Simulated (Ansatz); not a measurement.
Set up this calculation in Ansatz 0.2.0, as the native input.

* Task: relaxation of cell and atoms
* Functional: PBEsol
* Potentials or basis: all-electron LAPW, scalar-relativistic
* Basis error allowed: 0.001 eV/atom
* k mesh: 8 × 8 × 8
* Occupations: fermi-dirac, width 0.05 eV
* Spin: no spin polarisation
* Target pressure: 5 GPa

CdS (Hawleyite):

```
Cd S
1.0
     0.00000    2.91650    2.91650
     2.91650    0.00000    2.91650
     2.91650    2.91650    0.00000
Cd S
1 1
Direct
  0.00000 0.00000 0.00000
  0.75000 0.75000 0.75000
```

The input as run:

input.yaml

```yaml
crystal:
  lattice:
    - [0.0, 2.9165, 2.9165]
    - [2.9165, 0.0, 2.9165]
    - [2.9165, 2.9165, 0.0]
  atoms:
    - { symbol: Cd, position: [0.0, 0.0, 0.0] }
    - { symbol: S, position: [0.75, 0.75, 0.75] }
kpoints:
  mp_grid: { grid: [8, 8, 8] }
scf:
  occupations: { method: fermi_dirac, width: 0.05 }
hamiltonian:
  xc: pbesol
  pseudopotentials: { kind: all_electron, lapw: { basis_error: 0.001 } }
output:
  forces: true
  stress: true
relax:
  f_tol: 0.01
  max_steps: 60
  cell: { p_target: 5 }
```

Potentials or basis: all-electron LAPW, scalar-relativistic.

The run is started by

```console
$ ansatz run input.yaml --threads 1 --pin off --max-ram 3072MiB --backend cpu --events-out ev --progress --plain --runs-dir out
```

Results of the run:

The relaxed volume is 23.05 Å³/atom. The relaxed cell is a = 4.025 Å, b = 4.025 Å, c = 4.025 Å, α = 60.00°, β = 60.00°, γ = 60.00°. The space group after relaxing (to 0.05 Å) is F-43m (No. 216). The energy change on relaxing (the enthalpy is what falls) is +24.1 meV/atom, the ionic steps are 5 and the pressure after relaxing is 5.0 GPa. The band gap on the k mesh is 1.15 eV.

Wall time 16 s on 1 thread of Intel(R) Xeon(R) 6975P-C (Granite Rapids), with other jobs on the host, peak memory 0.32 GiB.
